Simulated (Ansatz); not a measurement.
MgS: distorted cells

These are results of DFT PBEsol, scalar-relativistic, plane waves, PAW in Ansatz, not measurements.

Plane waves to 420 eV, a k mesh through Γ of 8×8×8 on the computed 2-atom cell and Gaussian smearing (0.02 eV); no spin polarisation.

Reference cell:

```
Mg S
1.0
     0.00000    2.60165    2.60165
     2.60165    0.00000    2.60165
     2.60165    2.60165    0.00000
Mg S
1 1
Direct
  0.00000 0.00000 0.00000
  0.50000 0.50000 0.50000
```

Each variant moves atoms of this cell by the vectors given, if any (Å), and then applies a symmetric strain (tensor components, Cartesian axes). The reference cell isn't relaxed at this level. Energies are per atom at zero smearing, counted from the lowest variant. Pressure is positive in compression.

1. strain (xx yy zz yz xz xy, %) 3.90 -0.07 1.87 0.00 0.76 0.00; moves: Mg1 (-0.006, 0.000, 0.029); S2 (0.006, 0.000, -0.029)
2. strain (xx yy zz yz xz xy, %) 3.16 3.16 3.16 0.00 0.00 0.00
3. strain (xx yy zz yz xz xy, %) 3.80 3.66 3.60 -0.45 0.50 -0.03; moves: Mg1 (-0.009, -0.134, -0.067); S2 (0.009, 0.134, 0.067)
4. strain (xx yy zz yz xz xy, %) -2.46 1.87 -2.80 -0.15 2.88 -0.73; moves: Mg1 (-0.007, 0.006, 0.029); S2 (0.007, -0.006, -0.029)
5. strain (xx yy zz yz xz xy, %) -1.27 -0.49 -0.95 0.09 0.07 0.50; moves: Mg1 (-0.019, -0.054, -0.019); S2 (0.019, 0.054, 0.019)
6. strain (xx yy zz yz xz xy, %) 0.70 1.42 0.61 -0.38 1.11 -2.00; moves: Mg1 (0.163, -0.165, -0.092); S2 (-0.163, 0.165, 0.092)

(1) Order the variants by energy, lowest first.

(2) Order them by pressure, highest first.

## Answers

(1) 5 (0.0 meV/atom), 1 (11.8 meV/atom), 4 (14.1 meV/atom), 2 (31.4 meV/atom), 3 (83.4 meV/atom), 6 (165.3 meV/atom).

(2) 6 (4.76 GPa), 4 (2.41 GPa), 5 (1.71 GPa), 1 (-4.38 GPa), 3 (-5.12 GPa), 2 (-6.66 GPa).